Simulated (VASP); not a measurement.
MgTe:

```
Mg Te
1.0
     4.52000    0.00000    0.00000
    -2.26000    3.91443    0.00000
     0.00000    0.00000    7.33000
Mg Te
2 2
Direct
  0.33333 0.66667 0.00000
  0.66667 0.33333 0.50000
  0.33333 0.66667 0.38500
  0.66667 0.33333 0.88500
```

- Program: VASP 6.6.1
- Task: relaxation of cell and atoms
- Functional: r2SCAN
- Potentials or basis: VASP PAW PBE potentials, release 64 (Mg, Te)
- Cutoff: 600 eV
- k mesh: 9 × 9 × 4
- Occupations: gaussian, width 0.03 eV
- Spin: no spin polarisation

At the start: pressure 1.6 GPa; volume 32.42 Å³/atom.

Q: How do energy, volume and symmetry change on relaxing?

A: Over 9 steps the energy falls by 10.0 meV/atom and the volume is 33.73 Å³/atom (+4.0 %); space group P6_3mc (No. 186, to 0.05 Å).

The path:
```csv
step,energy change (eV),largest force (eV/Å),pressure (GPa),volume (Å³)
1,0.0000,0.2422,1.64,129.69
2,-0.0348,0.0677,-0.31,135.99
3,-0.0356,0.0880,-0.08,135.18
4,-0.0370,0.0581,-0.02,134.97
5,-0.0382,0.0032,0.08,134.61
6,-0.0393,0.0070,0.04,134.76
7,-0.0401,0.0124,-0.03,135.03
8,-0.0401,0.0123,-0.03,135.02
9,-0.0401,0.0043,0.00,134.91
```

Final structure:
```yaml
crystal:
  lattice:
    - [4.57254, 0.00000, 0.00000]
    - [-2.28627, 3.95993, 0.00000]
    - [0.00000, 0.00000, 7.45061]
  atoms:
    - { symbol: Mg, position: [0.33333, 0.66667, 0.00437] }
    - { symbol: Mg, position: [0.66667, 0.33333, 0.50437] }
    - { symbol: Te, position: [0.33333, 0.66667, 0.38063] }
    - { symbol: Te, position: [0.66667, 0.33333, 0.88063] }
```

Caveat: the PAW data sets were made with another functional, which shifts forces and pressure a little.
